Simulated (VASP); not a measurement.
Input of a VASP 6.6.1 run:

Contents of POSCAR:

```
KI
1.0
    0.0000000000      3.5327750000      3.5327750000
    3.5327750000      0.0000000000      3.5327750000
    3.5327750000      3.5327750000      0.0000000000
I K
1 1
Direct
    0.5000000000      0.5000000000      0.5000000000
    0.0000000000      0.0000000000      0.0000000000
```

File INCAR.step1:

```
ALGO = Normal
EDIFF = 1E-5
ENCUT = 520
GGA = PE
ISIF = 2
ISMEAR = -1
LASPH = T
LREAL = F
LWAVE = T
NELM = 100
PREC = Accurate
SIGMA = 0.05
```

File INCAR.step2:

```
AEXX = 0.25
ALGO = Normal
EDIFF = 1E-6
ENCUT = 520
GGA = PE
HFRCUT = -1
ISIF = 2
ISMEAR = -1
ISTART = 1
LASPH = T
LCHARG = F
LHFCALC = T
LREAL = F
LWAVE = F
NELM = 100
PREC = Accurate
PRECFOCK = Fast
SIGMA = 0.05
```

KPOINTS

```
k-points
0
Gamma
  4 4 4
```

Potentials or basis: VASP PAW PBE potentials, release 64 (I, K_sv).

The run is started by

```console
$ cat potpaw_PBE.64/I/POTCAR potpaw_PBE.64/K_sv/POTCAR > POTCAR
$ cp INCAR.step1 INCAR
$ mpirun -np 1 vasp_std > vasp.out
$ cp INCAR.step2 INCAR
$ mpirun -np 1 vasp_std > vasp.out
```

(1) Estimate the band gap on the k mesh.

(2) Estimate the pressure.

Results:

(1) 5.65 eV, direct.

(2) 0.4 GPa.

Caveat: the PAW data sets were made with another functional, which shifts forces and pressure a little; spin-orbit coupling is left out, which moves the levels of the heavy elements.

**The experiment to reproduce.**

From a printed reference work, monograph, for a bulk crystal of KI: band gap 6.32 eV.

Against the measured gap of KI, 6.32 eV (a printed reference work, monograph), the calculated 5.65 eV is off by -0.67 eV. Spin-orbit coupling on I is left out. The value is that of PBE0(alpha), without temperature or zero-point motion.
